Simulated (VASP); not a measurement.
Sr under changes of volume

One of the cells (56.656 Å³/atom); the others are scaled copies at fixed shape and fractional positions:

```
Sr
1.0
     0.00000    3.04839    3.04839
     3.04839    0.00000    3.04839
     3.04839    3.04839    0.00000
Sr
1
Cartesian
  0.0000 0.0000 0.0000
```

```yaml
Program: VASP 6.6.1
Functional: r2SCAN
Potentials_or_basis: VASP PAW PBE potentials, release 64 (Sr_sv)
Cutoff: 520 eV
k_mesh: 8 × 8 × 8
Occupations: fermi-dirac, width 0.05 eV
Spin: no spin polarisation
```

| volume (Å³/atom) | energy over the lowest point (meV/atom) | pressure (GPa) |
| --- | --- | --- |
| 54.389 | 3.27 | 0.5 |
| 55.522 | 0.77 | 0.3 |
| 56.656 | 0.00 | 0.0 |
| 57.789 | ? | ? |
| 58.922 | 3.18 | -0.4 |

Question: What does the run at 57.789 Å³/atom give?

Answer: Energy over the lowest point 0.83 meV/atom; pressure -0.2 GPa.

Worked out: A Birch-Murnaghan fit of order 2 (a polynomial in V^(-2/3)) to the other rows has its minimum at 56.60 Å³/atom with B0 = V·E''(V) = 11.4 GPa. It gives 0.87 meV/atom at 57.789 Å³/atom, against the run's 0.83, and -dE/dV = -0.2 GPa, against -0.2.

Energies are extrapolated to zero smearing.

Caveats: the PAW data sets were made with another functional, which shifts forces and pressure a little.
